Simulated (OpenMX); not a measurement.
The system is SrO.

```
CELL_PARAMETERS angstrom
0.00000 2.56630 2.56630
2.56630 0.00000 2.56630
2.56630 2.56630 0.00000
ATOMIC_POSITIONS crystal
Sr 0.50000 0.50000 0.50000
O 0.00000 0.00000 0.00000
```

Base run:

| Quantity | Value |
| --- | --- |
| Program | OpenMX 3.8.5 |
| Functional | PBE |
| Potentials or basis | OpenMX 2013 PBE set, Sr10.0-s3p2d2, O6.0-s2p2d1, grid cutoff 400 Ry |
| k mesh | 9 × 9 × 9 |
| Occupations | fermi-dirac, width 0.05 eV |
| Spin | no spin polarisation |

Its results: band gap on the k mesh 2.92 eV, indirect (least direct gap 3.15 eV); pressure 3.0 GPa.

Q: The run is repeated on the same cell with these changes: potentials or basis from OpenMX 2013 PBE set, Sr10.0-s3p2d2, O6.0-s2p2d1, grid cutoff 400 Ry to OpenMX 2013 PBE set, Sr10.0-s2p2d1, O6.0-s2p2, grid cutoff 400 Ry. What comes out?

A: Band gap on the k mesh 2.99 eV, indirect (least direct gap 3.23 eV); pressure 3.4 GPa.

Caveats: the basis of atomic orbitals isn't converged, which shifts pressures, moduli and gaps.

A k mesh can miss the band edges.
